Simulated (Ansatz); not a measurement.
## Effect of In on a N site (antisite), symmetric start on InN

The parent structure is a 32-atom supercell of InN in the wurtzite structure (space group P6_3mc, No. 186; a = 3.5373 Å, c = 5.7140 Å) at its relaxed geometry.

It is then changed as follows: one N atom is replaced by In, atoms relaxed at fixed cell.

All numbers come from PBEsol (Ansatz, an electronic-structure program), spin-orbit coupling left out, earlier PAW set. k-mesh 4×4×4 (Γ-centred); smearing 0.05 eV (Fermi–Dirac).

```json
[
 {"quantity": "pressure", "base": "0.0 GPa", "changed": "6.5 GPa", "shift": "+6.5 GPa"},
 {"quantity": "shift of the substituted atom off its lattice site", "base": "–", "changed": "0.35 Å", "shift": "–"}
]
```

The cell is small, so the values are those of an ordered compound at a high defect concentration; dilute-limit values will differ. The defect started on the symmetric site and kept its symmetry, so it may sit on a saddle. All final runs are without spin polarisation. The defect cell is not spin-polarised.
